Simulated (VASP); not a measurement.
# InSe: what moves the LDA gap besides the functional, part 2 of 2

How far does the LDA gap of InSe depend on cutoff, mesh and cell? The starting structure is a measured crystal structure from the Crystallography Open Database. The atoms were first relaxed with LDA in that cell, in a run that isn't shown, and the relaxed structure is the one below.

VASP 6.6.1.

Results so far: reference 0.209 eV; cell and atoms relaxed by LDA 0.190 eV; no band path 0.209 eV.

**5. Bands with a cutoff of 500 eV**

Level of this step: LDA; plane waves and PAW (In_d, Se) (VASP).

Against step 2 the input has ENCUT = 500.

INCAR

```
SYSTEM = InSe
PREC = Accurate
ENCUT = 500
EDIFF = 1E-06
NELM = 100
ISMEAR = 0
SIGMA = 0.03
LREAL = .FALSE.
ALGO = Normal
GGA = CA
NBANDS = 33
LORBIT = 11
LWAVE = .FALSE.
LCHARG = .FALSE.
KPAR = 8
LASPH = .TRUE.
```

POSCAR

```
InSe
1.0
    2.0000000000      1.1547005384      8.3166666667
   -2.0000000000      1.1547005384      8.3166666667
    0.0000000000     -2.3094010768      8.3166666667
In Se
2 2
Direct
    0.8886320810      0.8886320810      0.8886320810
    0.9991623612      0.9991623612      0.9991623612
    0.1713962895      0.1713962895      0.1713962895
    0.3831092683      0.3831092683      0.3831092683
```

KPOINTS

```
Automatic mesh
0
Gamma
6 6 6
0 0 0
```

KPOINTS_OPT

```
Line mode
10
Line-mode
Reciprocal
  0.00000000   0.00000000   0.00000000 GAMMA
  0.50000000   0.00000000   0.00000000 L

  0.50000000   0.00000000   0.00000000 L
  0.50000000   0.17951802  -0.17951802 B1

  0.82048198   0.50000000   0.17951802 B
  0.50000000   0.50000000   0.50000000 Z

  0.50000000   0.50000000   0.50000000 Z
  0.00000000   0.00000000   0.00000000 GAMMA

  0.00000000   0.00000000   0.00000000 GAMMA
  0.33975901   0.00000000  -0.33975901 X

  0.66024099   0.33975901   0.00000000 Q
  0.50000000   0.50000000   0.00000000 F

  0.50000000   0.50000000   0.00000000 F
  0.66024099   0.66024099   0.17951802 P1

  0.66024099   0.66024099   0.17951802 P1
  0.50000000   0.50000000   0.50000000 Z

  0.50000000   0.00000000   0.00000000 L
  0.82048198   0.33975901   0.33975901 P
```

PAW data sets: In_d and Se (LDA family, release 64).

Started as:

```
> mpirun -np 8 vasp_std
```

Log:

```text
[... set-up lines as in an earlier step ...]
 entering main loop
       N       E                     dE             d eps       ncg     rms          rms(c)
DAV:   1     0.348511263666E+03    0.34851E+03   -0.16169E+04  2112   0.124E+03
DAV:   2     0.268924794797E+02   -0.32162E+03   -0.30464E+03  2168   0.347E+02
DAV:   3    -0.150103868156E+02   -0.41903E+02   -0.40962E+02  2583   0.128E+02
DAV:   4    -0.170690286004E+02   -0.20586E+01   -0.20523E+01  2533   0.292E+01
[...]
DAV:  11    -0.166550025195E+02   -0.14484E-04   -0.44334E-05  2919   0.537E-02    0.200E-02
DAV:  12    -0.166549980751E+02    0.44445E-05   -0.11052E-05  2998   0.293E-02    0.128E-02
DAV:  13    -0.166549986127E+02   -0.53759E-06   -0.19309E-06  2066   0.610E-03
   1 F= -.16654999E+02 E0= -.16654999E+02  d E =-.758267E-09
 Start KPOINTS_OPT (optional k-point list driver)
k-point batch [1-32\90]
       N       E                     dE             ncg
DAV:   1     0.420720558160E+04   -0.21072E+05     2128
DAV:   2    -0.594633445375E+04   -0.10154E+05     2120
DAV:   3    -0.730174004472E+04   -0.13554E+04     2611
DAV:   4    -0.736820772908E+04   -0.66468E+02     2494
DAV:   5    -0.737113555181E+04   -0.29278E+01     3320
DAV:   6    -0.737117585642E+04   -0.40305E-01     2632
DAV:   7    -0.737117755339E+04   -0.16970E-02     3280
DAV:   8    -0.737117758837E+04   -0.34985E-04     2728
DAV:   9    -0.737117758930E+04   -0.93279E-06     1824
[...]
k-point batch [65-90\90]
       N       E                     dE             ncg
DAV:   1     0.103853422940E+05   -0.20968E+05     1732
DAV:   2     0.207786417967E+04   -0.83075E+04     1756
DAV:   3     0.985786207405E+03   -0.10921E+04     2056
DAV:   4     0.932945538770E+03   -0.52841E+02     2118
DAV:   5     0.930561705009E+03   -0.23838E+01     2624
DAV:   6     0.930527331578E+03   -0.34373E-01     2207
DAV:   7     0.930525893731E+03   -0.14378E-02     2624
DAV:   8     0.930525862751E+03   -0.30980E-04     2239
DAV:   9     0.930525861912E+03   -0.83898E-06     1432
```

Run time: 4.3 min. Hardware: 8 MPI ranks of AMD EPYC 7R43, shared host; peak memory 3.6 GiB.

From OUTCAR (step 5):

```text
  Total       -0.5661318     -0.5661318     -0.5701220     -0.0000000     -0.0000000      0.0000000
  in kB       -7.8709692     -7.8709692     -7.9264454     -0.0000000     -0.0000000      0.0000000
  external PRESSURE =      -7.8894613 kB  Pullay stress =       0.0000000 kB

 POSITION                                       TOTAL-FORCE (eV/Angst)
 -----------------------------------------------------------------------------------
      0.00000      0.00000     22.17137         0.000000      0.000000      0.001672
      0.00000      0.00000     24.92910         0.000000      0.000000      0.001415
      0.00000      0.00000      4.27634         0.000000      0.000000     -0.000096
      0.00000      0.00000      9.55858         0.000000     -0.000000     -0.002992
 -----------------------------------------------------------------------------------
    total drift:                                0.000000      0.000000      0.000497

  FREE ENERGIE OF THE ION-ELECTRON SYSTEM (eV)
  ---------------------------------------------------
  free  energy   TOTEN  =       -16.6549986127 eV

  energy  without entropy=      -16.6549986119  energy(sigma->0) =      -16.65499861

[... 1 part as in an earlier step ...]

[... 2 further parts left out ...]
[key lines of the parts left out:]
E-fermi :   4.2377
```

With a cutoff of 500 eV the gap is 0.210 eV, +0.001 eV from the reference.

**6. Bands with an 8×8×8 mesh**

Against step 2 the input has an 8×8×8 mesh.

INCAR: that of step 5 with these lines changed.

```diff
@@ -2,3 +2,3 @@
 PREC = Accurate
-ENCUT = 500
+ENCUT = 350
 EDIFF = 1E-06
```

POSCAR is that of step 5.

KPOINTS

```
Automatic mesh
0
Gamma
8 8 8
0 0 0
```

KPOINTS_OPT is that of step 5.

Started as:

```
> mpirun -np 8 vasp_std
```

Log:

```text
[... set-up lines as in an earlier step ...]
 entering main loop
       N       E                     dE             d eps       ncg     rms          rms(c)
DAV:   1     0.305974164421E+03    0.30597E+03   -0.13254E+04  4322   0.975E+02
DAV:   2     0.181872179804E+02   -0.28779E+03   -0.27358E+03  4500   0.291E+02
DAV:   3    -0.156924433950E+02   -0.33880E+02   -0.33367E+02  5296   0.114E+02
DAV:   4    -0.170907673770E+02   -0.13983E+01   -0.13953E+01  5115   0.243E+01
[...]
DAV:  11    -0.166576368918E+02   -0.14155E-04   -0.45263E-05  5864   0.519E-02    0.183E-02
DAV:  12    -0.166576326164E+02    0.42754E-05   -0.10836E-05  5960   0.273E-02    0.133E-02
DAV:  13    -0.166576332017E+02   -0.58535E-06   -0.19286E-06  4194   0.611E-03
   1 F= -.16657633E+02 E0= -.16657633E+02  d E =-.321869E-09
 Start KPOINTS_OPT (optional k-point list driver)
k-point batch [1-65\90]
       N       E                     dE             ncg
DAV:   1     0.606237319551E+04   -0.35659E+05     4314
DAV:   2    -0.126076864901E+05   -0.18670E+05     4490
DAV:   3    -0.148550003442E+05   -0.22473E+04     5219
DAV:   4    -0.149497579365E+05   -0.94758E+02     5224
[...]
DAV:   8    -0.149543131598E+05   -0.48235E-04     5179
DAV:   9    -0.149543131613E+05   -0.14478E-05     3643
DAV:  10    -0.149543131618E+05   -0.56470E-06     3411
k-point batch [66-90\90]
       N       E                     dE             ncg
DAV:   1     0.249442480393E+05   -0.17374E+05     1658
DAV:   2     0.178022109079E+05   -0.71420E+04     1731
DAV:   3     0.169435546822E+05   -0.85866E+03     2065
DAV:   4     0.169075239860E+05   -0.36031E+02     2004
DAV:   5     0.169057519312E+05   -0.17721E+01     2636
DAV:   6     0.169057286532E+05   -0.23278E-01     2066
DAV:   7     0.169057276348E+05   -0.10184E-02     2580
DAV:   8     0.169057276141E+05   -0.20654E-04     2075
DAV:   9     0.169057276136E+05   -0.55700E-06     1428
```

It took 3.3 min on 8 MPI ranks; peak memory 3 GiB; 21 min of CPU time.

Parts of OUTCAR (step 6):

```text
  Total       -0.7538909     -0.7538909     -0.7198405     -0.0000000      0.0000000      0.0000000
  in kB      -10.4813964    -10.4813964    -10.0079915     -0.0000000      0.0000000      0.0000000
  external PRESSURE =     -10.3235948 kB  Pullay stress =       0.0000000 kB

 POSITION                                       TOTAL-FORCE (eV/Angst)
 -----------------------------------------------------------------------------------
      0.00000      0.00000     22.17137         0.000000      0.000000      0.004878
      0.00000      0.00000     24.92910         0.000000     -0.000000     -0.002069
      0.00000      0.00000      4.27634         0.000000     -0.000000     -0.002203
      0.00000      0.00000      9.55858         0.000000     -0.000000     -0.000605
 -----------------------------------------------------------------------------------
    total drift:                               -0.000000      0.000000      0.000003

  FREE ENERGIE OF THE ION-ELECTRON SYSTEM (eV)
  ---------------------------------------------------
  free  energy   TOTEN  =       -16.6576332017 eV

  energy  without entropy=      -16.6576332014  energy(sigma->0) =      -16.65763320

[... 1 part as in an earlier step ...]

[... 2 further parts left out ...]
[key lines of the parts left out:]
E-fermi :   4.2365
```

With an 8×8×8 mesh the gap is 0.210 eV, +0.001 eV from the reference.

**7. Comparison**

```tsv
run	gap (eV)	change (eV)	core minutes
reference	0.209	-	17.9
cell and atoms relaxed by LDA	0.19	-0.019	18.7
no band path	0.209	0.0	7.73
a cutoff of 500 eV	0.21	0.001	34.1
an 8×8×8 mesh	0.21	0.001	26.7
```

Core minutes are wall time times ranks of the run shown, on a shared host.

**8. Results**

| Quantity | Value |
| --- | --- |
| reference gap | 0.209 eV |
| gap with cell and atoms relaxed by LDA | 0.190 eV |
| gap with no band path | 0.209 eV |
| gap with a cutoff of 500 eV | 0.210 eV |
| gap with an 8×8×8 mesh | 0.210 eV |

**Reading.** Among the runs that read a gap along the path, the one with cell and atoms relaxed by LDA moves it most, by -0.019 eV. On finer settings it changes by +0.001 eV with a cutoff of 500 eV and +0.001 eV with an 8×8×8 mesh. The functional's own error isn't tested here. Further runs on this material are not shown.

[Lines on the potential files, build, host, timing and source positions are cut from VASP's logs without a mark.]

[Logs are printed without paths, hosts, clocks, repeated set-up lines and the standing remarks that a program may print on its own settings, such as how far it seeks lower states.]

[Hosts, paths, dates, database ids (printed as entryN), source tags and the programs' standing remarks are cut or masked in the printed files.]
